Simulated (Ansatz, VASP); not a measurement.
# InP (InP(110)): VASP beside Ansatz

Aim: how closely do two programs agree when they are given the same cell, functional and k mesh? Of the first pair: The structure shown is the end of the VASP relaxation below. Valence electrons are named where the data sets of a main pair hold unlike numbers.

Method: plane waves, with VASP 6.6.1 beside it; single point at PBE and band structure at PBE, in Ansatz 0.2.0.

### Step 1. The structure

The cell holds 18 atoms: 9 In and 9 P. Cell: a = 4.411 Å, b = 6.239 Å, c = 32.571 Å, α = 90.0°, β = 90.0°, γ = 90.0°. It derives from InP. As first built, before any earlier steps moved the atoms (in the runner's words): 9 layers, strained by +4 % in the plane. Vacuum lies along c.

### Step 2. VASP: relaxation, PBE

This run makes the geometry at which the two programs are then compared.

Lines of VASP's logs that name or quote its potential files are left out, and so is its time.

INCAR

```
SYSTEM = InP
PREC = Normal
ENCUT = 320
EDIFF = 1E-05
NELM = 120
ISMEAR = 0
SIGMA = 0.03
LREAL = Auto
ALGO = Fast
GGA = PE
NBANDS = 54
LORBIT = 11
LWAVE = .FALSE.
LCHARG = .FALSE.
KPAR = 2
NCORE = 2
IBRION = 2
NSW = 60
ISIF = 2
EDIFFG = -0.03
POTIM = 0.4
MAXMIX = 40
IDIPOL = 3
LDIPOL = .TRUE.
DIPOL = 0.5 0.5 0.5
```

POSCAR

```
InP
1.0
    4.4114547816      0.0000000000      0.0000000000
    0.0000000000      6.2387391820      0.0000000000
    0.0000000000      0.0000000000     32.5714004536
In P
9 9
Direct
    0.0000000000      0.0000000000      0.2456142500
    0.5000000000      0.5000000000      0.3092106900
    0.0000000000      0.0000000000      0.3728071200
    0.5000000000      0.5000000000      0.4364035600
    0.0000000000      0.0000000000      0.5000000000
    0.5000000000      0.5000000000      0.5635964400
    0.0000000000      0.0000000000      0.6271928800
    0.5000000000      0.5000000000      0.6907893100
    0.0000000000      0.0000000000      0.7543857500
    0.0000000000      0.7500000000      0.3092106900
    0.5000000000      0.2500000000      0.2456142500
    0.0000000000      0.7500000000      0.4364035600
    0.5000000000      0.2500000000      0.3728071200
    0.0000000000      0.7500000000      0.5635964400
    0.5000000000      0.2500000000      0.5000000000
    0.0000000000      0.7500000000      0.6907893100
    0.5000000000      0.2500000000      0.6271928800
    0.5000000000      0.2500000000      0.7543857500
```

KPOINTS

```
Automatic mesh
0
Gamma
6 4 1
0 0 0
```

The projector-augmented-wave data sets are In and P (PBE family, release 64).

Command:

```bash
> mpirun -np 4 vasp_std
```

Numbers of over 12 decimals in the logs are rounded to 6 here.

The log of the run:

```text
[banner, memory and clock lines left out]
running    4 mpi-ranks, on    1 nodes
 distrk:  each k-point on    2 cores,    2 groups
 distr:  one band on    2 cores,    1 groups

 POSCAR found type information on POSCAR InP
 POSCAR found :  2 types and      18 ions
 LDA part: xc-table for (Slater+PW92), standard interpolation
 POSCAR, INCAR and KPOINTS ok, starting setup
 FFT: planning ... GRIDC
 FFT: planning ... GRID_SOFT
 FFT: planning ... GRID
 WAVECAR not read
 entering main loop
       N       E                     dE             d eps       ncg     rms          rms(c)
DAV:   1     0.301332511782E+03    0.30133E+03   -0.17576E+04  1296   0.667E+02
DAV:   2    -0.337217489279E+02   -0.33505E+03   -0.32329E+03  1730   0.145E+02
DAV:   3    -0.738043555040E+02   -0.40083E+02   -0.39607E+02  1576   0.511E+01
DAV:   4    -0.756414552200E+02   -0.18371E+01   -0.18304E+01  1776   0.127E+01
DAV:   5    -0.757113506828E+02   -0.69895E-01   -0.69867E-01  1728   0.238E+00    0.147E+01
RMM:   6    -0.716263900256E+02    0.40850E+01   -0.64980E+00  1296   0.513E+00    0.822E+00
RMM:   7    -0.714134559103E+02    0.21293E+00   -0.58785E+00  1296   0.466E+00    0.296E+00
RMM:   8    -0.712869371832E+02    0.12652E+00   -0.93014E-01  1296   0.248E+00    0.809E-01
RMM:   9    -0.712725012430E+02    0.14436E-01   -0.76260E-02  1356   0.954E-01    0.438E-01
RMM:  10    -0.712759104042E+02   -0.34092E-02   -0.30668E-02  1501   0.450E-01    0.331E-01
RMM:  11    -0.712786505429E+02   -0.27401E-02   -0.14109E-02  1296   0.300E-01    0.226E-01
RMM:  12    -0.712777406431E+02    0.90990E-03   -0.15950E-03  1313   0.138E-01    0.933E-02
RMM:  13    -0.712779019242E+02   -0.16128E-03   -0.83656E-04  1332   0.788E-02    0.442E-02
RMM:  14    -0.712783096758E+02   -0.40775E-03   -0.41070E-04  1324   0.539E-02    0.434E-02
RMM:  15    -0.712783946349E+02   -0.84959E-04   -0.24218E-04  1378   0.326E-02    0.248E-02
RMM:  16    -0.712784413035E+02   -0.46669E-04   -0.22000E-05   933   0.141E-02    0.184E-02
RMM:  17    -0.712785929371E+02   -0.15163E-03   -0.59357E-05  1123   0.173E-02    0.845E-03
RMM:  18    -0.712786044164E+02   -0.11479E-04   -0.12306E-05   890   0.834E-03    0.867E-03
RMM:  19    -0.712786338148E+02   -0.29398E-04   -0.94705E-06   890   0.609E-03    0.342E-03
RMM:  20    -0.712786500321E+02   -0.16217E-04   -0.57806E-06   816   0.444E-03    0.550E-03
RMM:  21    -0.712786668411E+02   -0.16809E-04   -0.38617E-06   845   0.435E-03    0.215E-03
RMM:  22    -0.712786797906E+02   -0.12950E-04   -0.47739E-07   504   0.242E-03    0.186E-03
RMM:  23    -0.712786919388E+02   -0.12148E-04   -0.43586E-07   469   0.226E-03    0.600E-04
RMM:  24    -0.712786951015E+02   -0.31627E-05   -0.15396E-07   454   0.227E-03
   1 F= -.71278695E+02 E0= -.71278609E+02  d E =-.712787E+02
[... from here on, the cycles between the ionic steps are left out ...]
   2 F= -.71730291E+02 E0= -.71730290E+02  d E =-.451596E+00
  15 F= -.72684904E+02 E0= -.72684904E+02  d E =-.405128E-02
  16 F= -.72686232E+02 E0= -.72686232E+02  d E =-.132743E-02
  17 F= -.72686722E+02 E0= -.72686722E+02  d E =-.181789E-02
  18 F= -.72687736E+02 E0= -.72687736E+02  d E =-.101407E-02
  19 F= -.72690106E+02 E0= -.72690106E+02  d E =-.338391E-02
  20 F= -.72690591E+02 E0= -.72690591E+02  d E =-.386900E-02
  21 F= -.72691024E+02 E0= -.72691024E+02  d E =-.430142E-02
  22 F= -.72692224E+02 E0= -.72692224E+02  d E =-.120075E-02
  23 F= -.72693622E+02 E0= -.72693622E+02  d E =-.259814E-02
  24 F= -.72694227E+02 E0= -.72694227E+02  d E =-.605459E-03
 ZBRENT: can't locate minimum, use default step
 trial-energy change:   -0.000605  1 .order   -0.000561   -0.000635   -0.000487
 step:   4.7458(harm=  5.1082)  dis= 0.00830  next Energy=   -72.694988 (dE=-0.137E-02)
 bond charge predicted
       N       E                     dE             d eps       ncg     rms          rms(c)
DAV:   1    -0.726944872742E+02   -0.25249E-03   -0.89527E-02  1296   0.825E-01    0.152E-01
RMM:   2    -0.726951867239E+02   -0.69945E-03   -0.56518E-03  1296   0.251E-01    0.209E-01
RMM:   3    -0.726953641709E+02   -0.17745E-03   -0.12638E-03  1319   0.122E-01    0.200E-01
RMM:   4    -0.726951740956E+02    0.19008E-03   -0.70527E-04  1328   0.751E-02    0.121E-01
RMM:   5    -0.726950431178E+02    0.13098E-03   -0.25099E-04  1311   0.476E-02    0.759E-02
RMM:   6    -0.726950098911E+02    0.33227E-04   -0.16532E-04  1281   0.349E-02    0.420E-02
RMM:   7    -0.726950175133E+02   -0.76222E-05   -0.49767E-05  1098   0.215E-02
  25 F= -.72695018E+02 E0= -.72695018E+02  d E =-.139573E-02
 curvature:  -3.18 expect dE=-0.586E-03 dE for cont linesearch -0.387E-04
 trial: gam= 0.21977 g(F)=  0.184E-03 g(S)=  0.000E+00 ort = 0.904E-04 (trialstep = 0.190E+01)
 search vector abs. value=  0.256E-03
 reached required accuracy - stopping structural energy minimisation
```

Parts of OUTCAR (step 2):

```text
ion  position               nearest neighbor table
   1  0.000  0.000  0.246-  10 2.59  11 2.70  11 2.70
   2  0.500  0.500  0.309-  13 2.59  11 2.59  10 2.70  10 2.70
   3  0.000  0.000  0.373-  10 2.59  12 2.59  13 2.70  13 2.70
   4  0.500  0.500  0.436-  15 2.59  13 2.59  12 2.70  12 2.70
   5  0.000  0.000  0.500-  12 2.59  14 2.59  15 2.70  15 2.70
   6  0.500  0.500  0.564-  15 2.59  17 2.59  14 2.70  14 2.70
   7  0.000  0.000  0.627-  16 2.59  14 2.59  17 2.70  17 2.70
   8  0.500  0.500  0.691-  17 2.59  18 2.59  16 2.70  16 2.70
   9  0.000  0.000  0.754-  16 2.59  18 2.70  18 2.70
  10  0.000  0.750  0.309-   3 2.59   1 2.59   2 2.70   2 2.70
  11  0.500  0.250  0.246-   2 2.59   1 2.70   1 2.70
  12  0.000  0.750  0.436-   5 2.59   3 2.59   4 2.70   4 2.70
  13  0.500  0.250  0.373-   2 2.59   4 2.59   3 2.70   3 2.70
  14  0.000  0.750  0.564-   5 2.59   7 2.59   6 2.70   6 2.70
  15  0.500  0.250  0.500-   4 2.59   6 2.59   5 2.70   5 2.70
  16  0.000  0.750  0.691-   7 2.59   9 2.59   8 2.70   8 2.70
  17  0.500  0.250  0.627-   8 2.59   6 2.59   7 2.70   7 2.70
  18  0.500  0.250  0.754-   8 2.59   9 2.70   9 2.70

  LATTYP: Found a simple orthorhombic cell.
 ALAT       =     4.4114547816
 B/A-ratio  =     1.4142135624
 C/A-ratio  =     7.3833694475

 Subroutine GETGRP returns: Found  4 space group operations
 (whereof  4 operations were pure point group operations)

The static configuration has the point symmetry C_2v.

 Found     12 irreducible k-points:

   k-points           NKPTS =     12   k-points in BZ     NKDIM =     12   number of bands    NBANDS=     54

   dimension x,y,z NGX =    20 NGY =   28 NGZ =  144
   dimension x,y,z NGXF=    40 NGYF=   56 NGZF=  288

   ENCUT  =  320.0 eV  23.52 Ry    4.85 a.u.   6.43  9.10 47.51*2*pi/ulx,y,z

   NELECT =      72.0000    total number of electrons

 k-points in reciprocal lattice and weights: Automatic mesh
   0.00000000  0.00000000  0.00000000       0.042
   0.16666667  0.00000000  0.00000000       0.083
   0.33333333  0.00000000  0.00000000       0.083
   0.50000000  0.00000000  0.00000000       0.042
   0.00000000  0.25000000  0.00000000       0.083
   0.16666667  0.25000000  0.00000000       0.167
   0.33333333  0.25000000  0.00000000       0.167
   0.50000000  0.25000000  0.00000000       0.083
   0.00000000  0.50000000  0.00000000       0.042
   0.16666667  0.50000000  0.00000000       0.083
   0.33333333  0.50000000  0.00000000       0.083
   0.50000000  0.50000000  0.00000000       0.042

 dipolmoment           0.000000      0.000000      0.000000 electrons x Angstroem

 average (electrostatic) potential at core
       1 -42.9061       2 -42.6673       3 -42.7529       4 -42.7263       5 -42.7413
       6 -42.7263       7 -42.7529       8 -42.6673       9 -42.9061      10 -88.5217
      11 -88.2112      12 -88.5112      13 -88.4576      14 -88.5112      15 -88.4814
      16 -88.5217      17 -88.4576      18 -88.2112

 E-fermi :  -0.5070

 k-point     1 :       0.0000    0.0000    0.0000
  band No.  band energies     occupation
    ...
     32      -1.0058      2.00000
     33      -0.8579      2.00000
     34      -0.8556      2.00000
     35      -0.7961      2.00000
     36      -0.6798      2.00000
     37      -0.1222      0.00000
     38       0.4683      0.00000
     39       0.8930      0.00000
     40       1.1034      0.00000
     41       1.1151      0.00000
    ...

 k-point     2 :       0.1667    0.0000    0.0000
  band No.  band energies     occupation
    ...
     32      -1.5403      2.00000
     33      -1.3513      2.00000
     34      -1.2267      2.00000
     35      -1.0063      2.00000
     36      -0.7290      2.00000
     37       0.9495      0.00000
     38       1.2918      0.00000
     39       1.6025      0.00000
     40       1.7212      0.00000
     41       1.7997      0.00000
    ...

 k-point     3 :       0.3333    0.0000    0.0000
  band No.  band energies     occupation
    ...
     32      -1.8533      2.00000
     33      -1.8117      2.00000
     34      -1.4699      2.00000
     35      -1.1751      2.00000
     36      -0.9062      2.00000
     37       1.0921      0.00000
     38       1.1643      0.00000
     39       1.6061      0.00000
     40       1.7485      0.00000
     41       1.8290      0.00000
    ...

  Total      -16.5384290    -10.7266798     -0.3151270      0.0000000      0.0000000      0.0000000
  in kB      -29.5590002    -19.1717079     -0.5632239      0.0000000      0.0000000      0.0000000
  external PRESSURE =     -16.4313107 kB  Pullay stress =       0.0000000 kB

  energy-cutoff  :      320.00
  volume of cell :      896.43
      direct lattice vectors                 reciprocal lattice vectors
     4.411454782  0.000000000  0.000000000     0.226682591  0.000000000  0.000000000
     0.000000000  6.238739182  0.000000000     0.000000000  0.160288797  0.000000000
     0.000000000  0.000000000 32.571400454     0.000000000  0.000000000  0.030701781

 POSITION                                       TOTAL-FORCE (eV/Angst)
 -----------------------------------------------------------------------------------
      0.00000      0.38715      8.48050        -0.000000     -0.003716      0.002207
      2.20573      3.07417      9.98316        -0.000000     -0.002108      0.010967
      0.00000      6.19623     12.16408        -0.000000      0.029792      0.001516
      2.20573      3.08063     14.19379        -0.000000     -0.008575      0.014136
      0.00000      6.22152     16.28570        -0.000000     -0.012241      0.000000
      2.20573      3.08063     18.37761        -0.000000     -0.008575     -0.014136
      0.00000      6.19623     20.40733        -0.000000      0.029792     -0.001516
      2.20573      3.07417     22.58824        -0.000000     -0.002108     -0.010967
      4.41145      0.38715     24.09090        -0.000000     -0.003716     -0.002207
      0.00000      4.57612     10.06566        -0.000000     -0.000729     -0.009367
      2.20573      1.60453      7.81969         0.000000      0.007368      0.011450
      0.00000      4.59425     14.22590         0.000000     -0.009948     -0.017743
      2.20573      1.48654     12.11451        -0.000000     -0.013370     -0.005483
      0.00000      4.59425     18.34550         0.000000     -0.009948      0.017743
      2.20573      1.48756     16.28570        -0.000000      0.014814      0.000000
      0.00000      4.57612     22.50574        -0.000000     -0.000729      0.009367
      2.20573      1.48654     20.45689         0.000000     -0.013370      0.005483
      2.20573      1.60453     24.75171         0.000000      0.007368     -0.011450
 -----------------------------------------------------------------------------------
    total drift:                                0.000000      0.052954     -0.000012

  FREE ENERGIE OF THE ION-ELECTRON SYSTEM (eV)
  ---------------------------------------------------
  free  energy   TOTEN  =       -72.6950175133 eV

  energy  without entropy=      -72.6950175133  energy(sigma->0) =      -72.69501751

 reached required accuracy - stopping structural energy minimisation

 vacuum level on the upper side and lower side of the slab         4.593         4.593

 total charge
# of ion       s       p       d       tot
------------------------------------------
    1        1.251   1.109   0.151   2.512
    2        1.173   1.250   0.189   2.613
    3        1.174   1.247   0.183   2.604
    4        1.175   1.247   0.187   2.609
    5        1.174   1.251   0.188   2.614
    6        1.175   1.247   0.187   2.609
    7        1.174   1.247   0.183   2.604
    8        1.173   1.250   0.189   2.613
    9        1.251   1.109   0.151   2.512
   10        1.048   1.426   0.000   2.473
   11        1.084   1.361   0.000   2.445
   12        1.045   1.428   0.000   2.474
   13        1.047   1.421   0.000   2.469
   14        1.045   1.428   0.000   2.474
   15        1.045   1.428   0.000   2.473
   16        1.048   1.426   0.000   2.473
   17        1.047   1.421   0.000   2.469
   18        1.084   1.361   0.000   2.445
--------------------------------------------------
tot         20.216  23.658   1.609  45.483

[... 3 further parts left out ...]
```

CONTCAR:

```
InP
   1.00000000000000
     4.4114547815999998    0.0000000000000000    0.0000000000000000
     0.0000000000000000    6.2387391819999998    0.0000000000000000
     0.0000000000000000    0.0000000000000000   32.5714004535999990
  In              P
     9     9
Direct
     0.0000000000000000    0.0620560010592214    0.2603665087903601
     0.5000000000000000    0.4927557478720564    0.3065007279417846
     0.0000000000000000    0.9931870479353647    0.3734587692624058
     0.5000000000000000    0.4937910629180243    0.4357744917618917
     0.0000000000000000    0.9972400214851249    0.5000000000000000
     0.5000000000000000    0.4937910629180243    0.5642255082381082
     0.0000000000000000    0.9931870479353647    0.6265412307375944
     0.5000000000000000    0.4927557478720564    0.6934992720582157
     1.0000000000000000    0.0620560010592214    0.7396334912096399
     0.0000000000000000    0.7335010704982495    0.3090336920076348
     0.5000000000000000    0.2571873970720480    0.2400785612923142
     0.0000000000000000    0.7364062823148104    0.4367605605136123
     0.5000000000000000    0.2382754232419046    0.3719370314775564
     0.0000000000000000    0.7364062823148104    0.5632394394863875
     0.5000000000000000    0.2384399126915162    0.5000000000000000
     0.0000000000000000    0.7335010704982495    0.6909663079923652
     0.5000000000000000    0.2382754232419046    0.6280629685224437
     0.5000000000000000    0.2571873970720480    0.7599214387076858
```

The gap is read on the k-mesh alone, so it is an upper bound where the band edges lie off the mesh. The data set In keeps the semicore shell frozen, which is cheaper and a little less accurate. The run keeps the 4 symmetry operations of its start, so it cannot find a distortion of lower symmetry.

(Part 1 of 3 ends here.)

[Lines on the potential files, build, host, timing and source positions are cut from VASP's logs without a mark.]

[Logs are printed without paths, hosts, clocks, repeated set-up lines and the standing remarks that a program may print on its own settings, such as how far it seeks lower states.]

[Hosts, paths, dates, database ids (printed as entryN), source tags and the programs' standing remarks are cut or masked in the printed files.]
